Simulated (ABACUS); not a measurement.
Nb:

```xyz
1
Lattice="-1.6640 1.6640 1.6640 1.6640 -1.6640 1.6640 1.6640 1.6640 -1.6640" Properties=species:S:1:pos:R:3 pbc="T T T"
Nb    0.0000    0.0000    0.0000
```

Base run:

- Program: ABACUS 3.10.1
- Functional: SOGGA
- Potentials or basis: SPMS ONCV 1.0 PBE
- Cutoff: 1116 eV
- Density cutoff: 4463 eV
- Basis: plane waves
- k mesh: 9 × 9 × 9
- Occupations: fermi-dirac, width 0.05 eV
- Spin: no spin polarisation

Its results: band gap on the k mesh none (metal or under the smearing width); pressure -9.6 GPa.

After a change of settings the same cell gave: band gap on the k mesh none (metal or under the smearing width); pressure -1.7 GPa. Which change was it?
A. functional from SOGGA to BLYP; potentials or basis from SPMS ONCV 1.0 PBE to SG15 ONCV 1.2 PBE
B. functional from SOGGA to PW91; potentials or basis from SPMS ONCV 1.0 PBE to PseudoDojo NC SR 0.5 PBE standard
C. functional from SOGGA to AM05; potentials or basis from SPMS ONCV 1.0 PBE to PseudoDojo NC SR 0.5 PBE standard
D. functional from SOGGA to B86bPBE

D.

Caveats: the potentials were made for another functional, which shifts forces and pressure.

Not every run made on this cell is shown here.
